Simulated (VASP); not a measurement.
# VASP 6.6.1 run: Ge

INCAR

```
EDIFF = 1E-7
LWAVE = .FALSE.
IBRION = -1
LCHARG = .FALSE.
NBANDS = 21
PREC = Accurate
NSW = 0
SIGMA = 0.02
LREAL = .FALSE.
NELM = 120
GGA = PE
ISIF = 2
ISMEAR = -1
LASPH = .TRUE.
ENCUT = 520
LMAXMIX = 6
```

KPOINTS

```
KPOINTS created by Atomic Simulation Environment
0
Gamma
8 8 8
0 0 0
```

POSCAR

```
Ge
 1.0000000000000000
     0.0051063723000000    2.8368735120999999    2.8368735120999999
     2.8368735120999999    0.0051063723000000    2.8368735120999999
     2.8419798844000002    2.8419798844000002    0.0000000000000000
 Ge
   2
Cartesian
 -0.0000000000000000 -0.0000000000000000  0.0012634918229594
  1.4209899422000003  1.4209899422000003  1.4171732642270405
```

The recommended PBE PAW datasets give the neutral cell 28 valence electrons.

Command

```
mpirun -np 1 vasp_std
```

Task: How does this run end, and what does it give?

Result: It converged. Results: gap between bands v and c on the k mesh 0.01 eV; least direct gap on the k mesh 0.01 eV; pressure 3.0 GPa. Band v is the last that the valence electrons fill when counted band by band, and c is the next.

OSZICAR

```
N       E                     dE             d eps       ncg     rms          rms(c)
DAV:   1     0.187595789894E+03    0.18760E+03   -0.14514E+04  4537   0.362E+03
DAV:   2     0.182557037508E+02   -0.16934E+03   -0.16362E+03  4000   0.616E+02
DAV:   3    -0.820994627732E+01   -0.26466E+02   -0.26284E+02  4560   0.143E+02
DAV:   4    -0.907774508278E+01   -0.86780E+00   -0.86722E+00  4475   0.302E+01
DAV:   5    -0.909221956732E+01   -0.14474E-01   -0.14474E-01  4639   0.427E+00    0.318E+00
DAV:   6    -0.903743147193E+01    0.54788E-01   -0.20104E-02  4564   0.140E+00    0.190E+00
DAV:   7    -0.900488545562E+01    0.32546E-01   -0.49280E-02  4415   0.203E+00    0.159E-01
DAV:   8    -0.900669961589E+01   -0.18142E-02   -0.67282E-03  4480   0.110E+00    0.586E-02
DAV:   9    -0.900670734985E+01   -0.77340E-05   -0.21245E-04  5337   0.262E-01    0.207E-02
DAV:  10    -0.900673844754E+01   -0.31098E-04   -0.89775E-05  4370   0.139E-01    0.687E-03
DAV:  11    -0.900673947667E+01   -0.10291E-05   -0.12075E-05  5329   0.617E-02    0.217E-03
DAV:  12    -0.900673988666E+01   -0.40999E-06   -0.49211E-07  4481   0.961E-03    0.380E-04
DAV:  13    -0.900673980246E+01    0.84200E-07   -0.26325E-08  3075   0.188E-03
   1 F= -.90067398E+01 E0= -.90066614E+01  d E =-.156826E-03
```

For comparison, a separate PBE run of the intended cell, on usual settings and not on those above, gives a gap of 0.01 eV on its mesh and a pressure of 2.9 GPa.
